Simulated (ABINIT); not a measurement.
Crystal: HfC.

```
Hf C
1.0
     0.00000    2.32500    2.32500
     2.32500    0.00000    2.32500
     2.32500    2.32500    0.00000
Hf C
1 1
Direct
  0.50000 0.50000 0.50000
  0.00000 0.00000 0.00000
```

```yaml
Program: ABINIT 10.8.3 (patched build)
Task: single point
Functional: PBEsol
Potentials_or_basis: PseudoDojo NC SR PBEsol v0.4.1 standard
Cutoff: 1116 eV
k_mesh: 10 × 10 × 10
Occupations: fermi-dirac, width 0.05 eV
Spin: no spin polarisation
```

On this cell: pressure -6.2 GPa; largest force zero by symmetry; band gap on the k mesh none (metal or under the smearing width).

The same run follows on a disturbed copy (atoms moved at random, drawn with an rms of 0.05 Å):

```
CELL_PARAMETERS angstrom
0.00000 2.32500 2.32500
2.32500 0.00000 2.32500
2.32500 2.32500 0.00000
ATOMIC_POSITIONS crystal
Hf 0.48872 0.50833 0.48842
C 0.99015 0.01910 0.99366
```

**Question.** What does the disturbed cell give?

**Answer.** The energy (extrapolated to zero smearing) moves by +4.6 meV/atom; pressure -6.0 GPa; largest force 0.361 eV/Å; band gap on the k mesh none (metal or under the smearing width).

Forces on the atoms (eV/Å):
```
Hf   0.272  0.114  0.208
C   -0.272 -0.114 -0.208
```

Stress tensor (GPa, compression positive):
```
-5.83 -0.09 -0.16
-0.09 -6.13 -0.07
-0.16 -0.07 -5.99
```
